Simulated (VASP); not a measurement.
# SiC (Fm-3m) in VASP: further runs, part 3 of 3

VASP 6.6.1. Earlier steps stand in the parts before.

### 6 Relaxation of the atoms, PBEsol (a relaxed cell with its volume scaled by 0.98)

File INCAR:

```
PREC = Accurate ; ENCUT = 600
EDIFF = 1E-7 ; ISMEAR = 0
SIGMA = 0.03 ; LREAL = False
LASPH = True ; NELM = 80
ALGO = Fast ; ISIF = 2
LWAVE = False ; LCHARG = False
GGA = PS ; IBRION = 2
NSW = 40 ; EDIFFG = -0.01
```

File KPOINTS:

```
Automatic mesh
0
Gamma
  12 12 12
```

File POSCAR:

```
SiC                                     
1.0
   -0.0000000000      2.0056641175      2.0056641175
    2.0056641175     -0.0000000000      2.0056641175
    2.0056641175      2.0056641175     -0.0000000000
  Si              C             
     1     1
Direct
     0.0000000000000000    0.0000000000000000    0.0000000000000000
     0.5000000000000000    0.5000000000000000    0.5000000000000000
```

Potentials or basis: VASP PAW PBE potentials, release 64 (Si, C).

The run is started by

```bash
$ cat potpaw_PBE.64/Si/POTCAR potpaw_PBE.64/C/POTCAR > POTCAR
$ mpirun -np 1 vasp_std > vasp.out
```

OUTCAR:

```text
PREC = Accurate
   ENCUT = 600
   EDIFF = 1E-7
   ISMEAR = 0
   LREAL = False
   LASPH = True
   NELM = 80
   ISIF = 2
   GGA = PS
   IBRION = 2
   NSW = 40
   EDIFFG = -0.01

 ion  position               nearest neighbor table
   1  0.000  0.000  0.000-   2 2.01   2 2.01   2 2.01   2 2.01   2 2.01   2 2.01
   2  0.500  0.500  0.500-   1 2.01   1 2.01   1 2.01   1 2.01   1 2.01   1 2.01

  LATTYP: Found a face centered cubic cell.
 ALAT       =     4.0113282350

  Lattice vectors:

 A1 = (   0.0000000000,   2.0056641175,   2.0056641175)
 A2 = (   2.0056641175,   0.0000000000,   2.0056641175)
 A3 = (   2.0056641175,   2.0056641175,   0.0000000000)

Analysis of symmetry for initial positions (statically):
=====================================================================
 Subroutine PRICEL returns:
 Original cell was already a primitive cell.

 Routine SETGRP: Setting up the symmetry group for a
 face centered cubic supercell.

 Subroutine GETGRP returns: Found 48 space group operations
 (whereof 48 operations were pure point group operations)
 out of a pool of 48 trial point group operations.

The static configuration has the point symmetry O_h .

Analysis of symmetry for dynamics (positions and initial velocities):
=====================================================================
 Subroutine PRICEL returns:
 Original cell was already a primitive cell.

 Routine SETGRP: Setting up the symmetry group for a
 face centered cubic supercell.

 Subroutine GETGRP returns: Found 48 space group operations
 (whereof 48 operations were pure point group operations)
 out of a pool of 48 trial point group operations.

The dynamic configuration has the point symmetry O_h .

 Subroutine INISYM returns: Found 48 space group operations
 (whereof 48 operations are pure point group operations),
 and found     1 'primitive' translations

----------------------------------------------------------------------------------------

                                     Primitive cell

  volume of cell :      16.1363

  direct lattice vectors                    reciprocal lattice vectors
     0.000000000  2.005664117  2.005664117    -0.249293985  0.249293985  0.249293985
     2.005664117  0.000000000  2.005664117     0.249293985 -0.249293985  0.249293985
     2.005664117  2.005664117  0.000000000     0.249293985  0.249293985 -0.249293985

  length of vectors
     2.836437397  2.836437397  2.836437397     0.431789848  0.431789848  0.431789848

  position of ions in fractional coordinates (direct lattice)
     0.000000000  0.000000000  0.000000000
     0.500000000  0.500000000  0.500000000

  ion indices of the primitive-cell ions
   primitive index   ion index
                 1           1
                 2           2

----------------------------------------------------------------------------------------

 KPOINTS: Automatic mesh

Automatic generation of k-mesh.
 Grid dimensions read from file:
 generate k-points for:   12   12   12

 Generating k-lattice:
[... 20 lines left out ...]
  0.083333  0.000000  0.000000      8.000000
  0.166667  0.000000  0.000000      8.000000
  0.250000  0.000000  0.000000      8.000000
  0.333333  0.000000  0.000000      8.000000
  0.416667  0.000000  0.000000      8.000000
[... 16 lines left out ...]
  0.500000  0.166667  0.000000     24.000000
 -0.416667  0.166667  0.000000     24.000000
 [... further k-points ...]
   k-points           NKPTS =     72   k-points in BZ     NKDIM =     72   number of bands    NBANDS=      8
   number of dos      NEDOS =    301   number of ions     NIONS =      2
   total plane-waves  NPLWV =  13824
   dimension x,y,z NGX =    24 NGY =   24 NGZ =   24
   dimension x,y,z NGXF=    48 NGYF=   48 NGZF=   48
   ions per type =               1   1
   NGX,Y,Z   is equivalent  to a cutoff of  14.07, 14.07, 14.07 a.u.
   NGXF,Y,Z  is equivalent  to a cutoff of  28.13, 28.13, 28.13 a.u.
 SYSTEM =  unknown system
   PREC   = accura    normal or accurate (medium, high low for compatibility)
   ISTART =      0    job   : 0-new  1-cont  2-samecut
   ICHARG =      2    charge: 1-file 2-atom 10-const
   ISPIN  =      1    spin polarized calculation?
   LNONCOLLINEAR =      F non collinear calculations
   LSORBIT =      F    spin-orbit coupling
   LASPH  =      T    aspherical Exc in radial PAW
   ENCUT  =  600.0 eV  44.10 Ry    6.64 a.u.   5.67  5.67  5.67*2*pi/ulx,y,z
   NELM   =     80;   NELMIN=  2; NELMDL= -5     # of ELM steps
   EDIFF  = 0.1E-06   stopping-criterion for ELM
   LREAL  =      F    real-space projection
   EDIFFG = -.1E-01   stopping-criterion for IOM
   NSW    =     40    number of steps for IOM
   IBRION =      2    ionic relax: 0-MD 1-quasi-New 2-CG
   NFREE  =      1    steps in history (QN), initial steepest desc. (CG)
   ISIF   =      2    stress and relaxation
   ISYM   =      2    0-nonsym 1-usesym 2-fastsym
   POTIM  = 0.5000    time-step for ionic-motion
   TEBEG  =    0.0;   TEEND  =   0.0 temperature during run
   PSTRESS=    0.0 pullay stress
   NELECT =       8.0000    total number of electrons
   NUPDOWN=      -1.0000    fix difference up-down
   EMIN   =  10.00;   EMAX   =-10.00  energy-range for DOS
   EFERMI =   0.00;   METHOD = LEGACY
   ISMEAR =     0;   SIGMA  =   0.03  broadening in eV -4-tet -1-fermi 0-gaus
   EFERMI_NEDOS =   21; number of points for ismear=-14 and -15
   IALGO  =     68    algorithm
   IMIX   =      4    mixing-type and parameters
     AMIX     =   0.40;   BMIX     =  1.00
     AMIX_MAG =   1.60;   BMIX_MAG =  1.00
  volume/ion in A,a.u.               =       8.07        54.45
  Fermi-wavevector in a.u.,A,eV,Ry     =   1.295697  2.448511 22.841861  1.678829
  Thomas-Fermi vector in A             =   2.427200
   LORBIT       =      0    0 simple, 1 ext, 2 COOP (PROOUT), +10 PAW based schemes
   GGA     = PS    functional components
   LHFCALC =     F    Hartree Fock is set to
   AEXX    =    0.0000 exact exchange contribution
   IVDW    =     0    specifies the selected vdW correction
   LEPSILON=     F    determine dielectric tensor
   LRPA    =     F    only Hartree local field effects (RPA)
 conjugate gradient relaxation of ions
 non-spin polarized calculation
 RMM-DIIS sequential band-by-band and
 Gauss-broadening in eV      SIGMA  =   0.03
  energy-cutoff  :      600.00
  volume of cell :       16.14
 maximum number of plane-waves:       552
   NGX = 11   NGY = 11   NGZ = 11

 number of electron       8.0000000 magnetization

 Free energy of the ion-electron system (eV)
  ---------------------------------------------------
  ext. energy  EPLUGINS =         0.00000000
  ---------------------------------------------------
  free energy    TOTEN  =       -14.59921854 eV

  energy without entropy =      -14.59894381  energy(sigma->0) =      -14.59908118

 E-fermi :  12.7331     XC(G=0): -12.9139

 val. band max:       12.6983749257   @ k =   0.5000   0.4167   0.0000
 cond. band min:      12.7440131522   @ k =  -0.1667   0.0833   0.0000
 fundamental gap:      0.0456382265
 Fermi energy:        12.7331463352

 k-point     1 :       0.0000    0.0000    0.0000
  band No.  band energies     occupation
      1      -6.0210      2.00000
      2      12.7925      0.00514
      3      12.7925      0.00514
      4      12.7925      0.00514
      5      20.8027      0.00000
      6      21.6659      0.00000
      7      21.6659      0.00000
      8      21.6659      0.00000
[... 243 lines left out ...]
 k-point    24 :      -0.4167    0.1667    0.0000
  band No.  band energies     occupation
      1      -0.3890      2.00000
      2       1.8359      2.00000
      3       8.6730      2.00000
      4      10.8441      2.00000
      5      16.3815      0.00000
      6      19.7484      0.00000
      7      21.1197      0.00000
      8      25.8894      0.00000

 [... further k-points ...]

------------------------ aborting loop because EDIFF is reached ----------------------------------------

  FORCE on cell =-STRESS in cart. coord.  units (eV):
  Direction    XX          YY          ZZ          XY          YZ          ZX
  --------------------------------------------------------------------------------------
  -------------------------------------------------------------------------------------
  Total        0.5798330      0.5798330      0.5798330      0.0000000     -0.0000000      0.0000000
  in kB       57.5716827     57.5716827     57.5716827      0.0000000     -0.0000000      0.0000000
  external PRESSURE =      57.5716827 kB  Pullay stress =       0.0000000 kB

 VOLUME and BASIS-vectors are now :
 -----------------------------------------------------------------------------
  energy-cutoff  :      600.00
  volume of cell :       16.14
      direct lattice vectors                 reciprocal lattice vectors
     0.000000000  2.005664117  2.005664117    -0.249293985  0.249293985  0.249293985
     2.005664117  0.000000000  2.005664117     0.249293985 -0.249293985  0.249293985
     2.005664117  2.005664117  0.000000000     0.249293985  0.249293985 -0.249293985

 POSITION                                       TOTAL-FORCE (eV/Angst)
 -----------------------------------------------------------------------------------
      0.00000      0.00000      0.00000         0.000000      0.000000     -0.000000
      2.00566      2.00566      2.00566        -0.000000     -0.000000      0.000000
 -----------------------------------------------------------------------------------
    total drift:                               -0.000000     -0.000000      0.000000

  FREE ENERGIE OF THE ION-ELECTRON SYSTEM (eV)
  ---------------------------------------------------
  free  energy   TOTEN  =       -14.5992185386 eV

  energy  without entropy=      -14.5989438118  energy(sigma->0) =      -14.59908118

 reached required accuracy - stopping structural energy minimisation
```

CONTCAR:

```text
SiC
   1.00000000000000
     0.0000000000000000    2.0056641174999998    2.0056641174999998
     2.0056641174999998    0.0000000000000000    2.0056641174999998
     2.0056641174999998    2.0056641174999998    0.0000000000000000
  Si              C
     1     1
Direct
     0.0000000000000000    0.0000000000000000    0.0000000000000000
     0.5000000000000000    0.5000000000000000    0.5000000000000000

  0.00000000E+00  0.00000000E+00  0.00000000E+00
  0.00000000E+00  0.00000000E+00  0.00000000E+00
```

Run time: 6.7 s. Hardware: 1 thread of Intel Xeon Platinum 8488C (Sapphire Rapids), shared host; peak memory 0.13 GiB.

What came out:

```yaml
Free_energy: -14.5992 eV
Pressure_after_relaxing: 5.8 GPa
Band_gap_on_the_k_mesh: none (metal or under the smearing width)
```

Final structure:
```yaml
crystal:
  lattice:
    - [0.00000, 2.00566, 2.00566]
    - [2.00566, 0.00000, 2.00566]
    - [2.00566, 2.00566, 0.00000]
  atoms:
    - { symbol: Si, position: [0.00000, 0.00000, 0.00000] }
    - { symbol: C, position: [0.50000, 0.50000, 0.50000] }
```

Caveat: the relaxation stopped at its first step, so nothing moved; the PAW data sets were made with another functional, which shifts forces and pressure a little.

### 7 The runs side by side

| task | cell | gap on the mesh (eV) | pressure (GPa) |
| --- | --- | --- | --- |
| relaxation of cell and atoms | relaxed | none | 0.0 |
| relaxation of the atoms | atoms relaxed from: a relaxed cell with its volume scaled by 0.94 | none | 17.4 |
| relaxation of the atoms | atoms relaxed from: a relaxed cell with its volume scaled by 0.96 | none | 10.7 |
| relaxation of the atoms | atoms relaxed from: a relaxed cell with its volume scaled by 0.98 | none | 5.8 |

Alike in all rows: level PBEsol; potentials or basis VASP PAW PBE potentials, release 64 (Si, C); no spin polarisation; k mesh 12 × 12 × 12; cutoff (eV) 600; smearing gaussian 0.03 eV.

Caveats: the PAW data sets were made with another functional, which shifts forces and pressure a little; the relaxation stopped at its first step, so nothing moved (some runs).

Absolute energies hang on the potentials; compare differences alone.
